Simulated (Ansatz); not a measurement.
## A series in volume scale on Nb

Results calculated with Ansatz 0.2.0, not measured. Plane-wave DFT, scalar-relativistic PAW made under PBE with cores redone for the functional, no dispersion; the given relaxed cell is scaled uniformly, energy at zero smearing counts from the unscaled cell, pressure at the given Fermi-Dirac smearing is positive in compression.

The cell before it is scaled or strained (space group P6_3/mmc, No. 194):
```
cell vectors (Å)
   2.8791     0.0000     0.0000
  -1.4396     2.4934     0.0000
   0.0000     0.0000    10.5445
atoms (fractions of the cell vectors)
Nb  1.00000  0.00000  0.00000
Nb  0.00000  0.00000  0.50000
Nb  0.33333  0.66667  0.25000
Nb  0.66667  0.33333  0.75000
```

Settings of every row: spin polarised no; functional revPBE; wave cutoff 420 eV; smearing width 0.1 eV; k mesh 14x14x4.

Atom starting moment: 0 on all atoms.

Limits: the cell comes from a prototype or a list of computed structures and needn't be the stable phase.

| row | volume scale | V (Å³/atom) | energy change per atom (meV) | pressure (GPa) |
| --- | --- | --- | --- | --- |
| 1 | 0.88 | 16.653 | 159.98 | 25.3 |
| 2 | 0.92 | 17.41 | 65.72 | 15.22 |
| 3 | 0.96 | 18.167 | 14.89 | 6.9 |
| 4 | 1.04 | 19.681 | ? | ? |
| 5 | 1.08 | 20.438 | 54.12 | -10.35 |
| 6 | 1.12 | 21.195 | 113.61 | -14.21 |

Question: what energy change per atom and pressure should row 4 give?

Worked fit of energy change per atom. Take u = (V_r/V)^(2/3) − 1 with V_r = 18.167 Å³ an atom, which is twice the finite (Eulerian) strain; such expansions in the strain, on which the Birch-Murnaghan equation of state is built, carry the rest volume and the bulk modulus. The shown rows have u = 0.05973, 0.02878, 0, -0.07552, -0.09767. Least squares give energy change per atom = 14.905 + 1126.46 × u + 21853.9 × u² meV; a straight line predicts inner rows, each left out in turn, worse (root mean square 58 against 0.44 meV). The rows lie off it by -0.18, 0.29, -0.01, -0.35, 0.25 (root mean square 0.25 meV). Its lowest point lies at u = -0.0258, or V = 18.89 Å³ an atom, and the curvature there gives the bulk modulus at fixed shape and fractions, B = (4/9)(1 + u)² E″(u)/V = 156 GPa. Letting shape and atoms relax would as a rule lower it, by much in layered, chain or molecular crystals. The withheld row has u = -0.05197, so the fit gives 14.905 + 1126.46 × (-0.05197) + 21853.9 × (-0.05197)² = 15.39 meV.

The calculation gave 14.81 meV. The fit lies 0.58 meV (3.9 % of the value, 0.4 % of the column's range) above it; its largest miss of a shown row is 0.35 meV.

Worked fit of pressure. Take u = (V_r/V)^(2/3) − 1 with V_r = 18.167 Å³ an atom, which is twice the finite (Eulerian) strain; such expansions in the strain, on which the Birch-Murnaghan equation of state is built, carry the rest volume and the bulk modulus. The shown rows have u = 0.05973, 0.02878, 0, -0.07552, -0.09767. Least squares give pressure = 6.902 + 272.93 × u + 583.6 × u² GPa; a straight line predicts inner rows, each left out in turn, worse (root mean square 1.5 against 0.036 GPa). The rows lie off it by 0.01, -0.02, 0.00, 0.03, -0.02. The pressure vanishes at u = -0.0268, or V = 18.92 Å³ an atom, and there the bulk modulus at fixed shape and fractions is B = −V dP/dV = (2/3)(1 + u) dP/du = 157 GPa. Letting shape and atoms relax would as a rule lower it, by much in layered, chain or molecular crystals. The withheld row has u = -0.05197, so the fit gives 6.902 + 272.93 × (-0.05197) + 583.6 × (-0.05197)² = -5.71 GPa.

The calculation gave -5.66 GPa. The fit lies 0.05 GPa (0.13 % of the column's range) below it; its largest miss of a shown row is 0.03 GPa.
